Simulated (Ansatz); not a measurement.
Relaxed Li$_{3}$N (Li3N type, space group P6/mmm):

```xyz
4
Lattice="3.6344 0.0000 0.0000 -1.8172 3.1474 0.0000 0.0000 0.0000 3.8645" Properties=species:S:1:pos:R:3 pbc="T T T"
Li     0.0000     0.0000     1.9323
Li     0.0000     2.0983     0.0000
Li     1.8172     1.0491     0.0000
N      0.0000     0.0000     0.0000
```

In this cell atom 3 (Li, nearest neighbour N at 2.098 Å; its periodic images, 3.6 Å or more away, move with it) is moved by s along Cartesian [111], unit vector (0.577, 0.577, 0.577); all other atoms and the cell stay fixed.

Calculation: PBE (plane waves to 420 eV, PAW, scalar-relativistic; Ansatz, a first-principles code). k mesh 8×8×7 (Γ-centred), Fermi-Dirac smearing 0.05 eV. E stands for the smeared free energy. Left out: 4 of 11 points, with atoms too close for the PAW data. Li3N was relaxed with its symmetry unable to fall. ΔE is measured from the undisplaced structure.

| s (Å) | ΔE (meV/cell) |
|---|---|
| -0.336 | 268.4 |
| -0.252 | 149.2 |
| -0.168 | 65.7 |
| -0.084 | 16.3 |
| 0.000 | 0.0 |
| 0.084 | 16.2 |
| 0.168 | 64.6 |

**Question.** What force constant k = d²E/ds² at s = 0 does the table give?

**Answer.** 4.6 eV/Å². It is the second difference of the nearest points, corrected with the next pair.

**Question.** With k = 4.60 eV/Å² from the forces, is the well harmonic out to s = 0.168 Å?

**Answer.** ½ks² = 65.0 meV/cell against the computed 64.6 meV/cell, so the well is close to harmonic there.

(For displaced atoms, the force is minus the slope of the energy, and its curvature is a force constant, which sets phonon frequencies.)
